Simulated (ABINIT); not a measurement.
# Ge: band structure with HCTH407

Crystal: Ge.

```xyz
2
Lattice="-2.5745 2.5745 1.3974 2.5745 -2.5745 1.3974 2.5745 2.5745 -1.3974" Properties=species:S:1:pos:R:3 pbc="T T T"
Ge    0.0000    0.0000    1.3974
Ge    2.5745    0.0000    0.6987
```

This isn't the form of Ge at room conditions, which is diamond.

| Item | Value |
| --- | --- |
| Program | ABINIT 10.8.3 (patched build) |
| Task | band structure |
| Functional | HCTH407 |
| Potentials or basis | JTH PAW PBE v2.0 |
| Cutoff | 544 eV |
| k mesh | 11 × 11 × 11 |
| Occupations | fermi-dirac, width 0.05 eV |
| Spin | no spin polarisation |
| Fine-grid cutoff | 1088.46 eV |
| Exchange and correlation inside the PAW spheres | full angular mesh (pawxcdev 0, this build's default; the released program takes 1) |

| Item | Value |
| --- | --- |
| Band gap on the k mesh | none (metal or under the smearing width) |
| Valence electrons inside the program's atomic spheres | Ge 12.26 (radii [1.2196] Å) |

Levels at the corners of the path, in eV from the Fermi level:
| point | band 12 | band 13 | band 14 | band 15 | band 16 | band 17 |
| --- | --- | --- | --- | --- | --- | --- |
| Γ | -4.12 | -2.37 | -2.37 | 3.43 | 7.56 | 7.56 |
| X | -10.58 | 0.57 | 0.57 | 1.94 | 1.94 | 7.52 |
| M | -8.92 | -5.88 | -5.88 | 6.15 | 6.15 | 10.94 |
| Γ | -4.12 | -2.37 | -2.37 | 3.43 | 7.56 | 7.56 |
| Z | -6.50 | -3.79 | -3.59 | -3.59 | 3.76 | 6.62 |
| P | -6.92 | -4.32 | -4.32 | 4.19 | 4.19 | 4.87 |
| N | -6.39 | -2.66 | -2.03 | -1.37 | 2.56 | 3.55 |
| Z1 | -6.50 | -3.79 | -3.59 | -3.59 | 3.76 | 6.62 |
| M | -8.92 | -5.88 | -5.88 | 6.15 | 6.15 | 10.94 |

Wall time 2.2 min on 1 thread of Arm Neoverse V2, on a shared host, peak memory 0.19 GiB.
